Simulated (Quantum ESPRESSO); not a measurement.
# Hf: phonon spectrum and thermodynamics under several settings

```
CELL_PARAMETERS angstrom
4.96233 0.00000 0.00000
-2.48116 4.29750 0.00000
0.00000 0.00000 3.08623
ATOMIC_POSITIONS crystal
Hf 0.00000 0.00000 0.00000
Hf 0.33333 0.66667 0.50000
Hf 0.66667 0.33333 0.50000
```

This isn't the form of Hf at room conditions, which is hcp.

All runs used Quantum ESPRESSO 7.5; k mesh 4 × 4 × 6; relaxed cell; no spin polarisation; occupations methfessel-paxton, width 0.272 eV; q mesh 2 × 2 × 3.

```tsv
level	potentials	cutoff (eV)	volume (Å³/atom)	pressure (GPa)	highest frequency (cm⁻¹)	zero-point energy (meV/atom)	entropy at room temperature (k_B/atom)
PBE	SPMS 1.0 PBE	707	?	0.0	?	?	?
LDA	GBRV 1.5 LDA	612	20.60	-0.1	174	19.7	5.21
```

Problem. What stands in the row left open?

Solution. Volume 22.23 Å³/atom; highest frequency 163 cm⁻¹; zero-point energy 18.8 meV/atom; entropy at room temperature 5.34 k_B/atom.

Caveats: all runs use coarse meshes; the mesh is thin for the phonons of a metal; λ from interpolated matrix elements is rough: modes that symmetry makes equal can differ by tens of percent.

For the row left open. Caveat: the k mesh is coarse (spacing up to 0.37 Å⁻¹), so the values aren't converged; the mesh is thin for the phonons of a metal; λ from interpolated matrix elements is rough: modes that symmetry makes equal can differ by tens of percent.
